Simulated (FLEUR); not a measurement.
Au:

```
Au
1.0
    -1.65727    1.65727    1.65727
     1.65727   -1.65727    1.65727
     1.65727    1.65727   -1.65727
Au
1
Cartesian
  0.0000 0.0000 0.0000
```

This isn't the form of Au at room conditions, which is fcc.

| Property | Result |
| --- | --- |
| Program | FLEUR MaX-R8.1 (later development tree) |
| Task | single point |
| Functional | PBEsol |
| Potentials or basis | all-electron |
| Basis | FLAPW |
| Kmax | 4.1 1/bohr |
| k mesh | 11 × 11 × 11 |
| Occupations | fermi-dirac, width 0.05 eV |
| Spin | no spin polarisation |
| Gmax | 12.7 1/bohr |
| Muffin-tin radii | Au 2.46 bohr |
| lmax | Au 10 |
| lnonsphr | Au 10 |
| Local orbitals a species | Au 5 |
| Max iterations | 60 |
| Mixing factor | 0.05 |
| Mixer | Anderson |
| Mixer history | 15 |

On this cell: band gap on the k mesh none (metal or under the smearing width).

The same run follows on a disturbed copy (cell strained at random at fixed volume):

```
Au
1.0
    -1.66724    1.61085    1.66470
     1.60373   -1.63568    1.62603
     1.73643    1.70488   -1.68953
Au
1
Cartesian
  -0.0479 -0.0243 -0.0083
```

Problem. What changes?

Solution. The energy (extrapolated to zero smearing) moves by +5.4 meV/atom; band gap on the k mesh none (metal or under the smearing width).
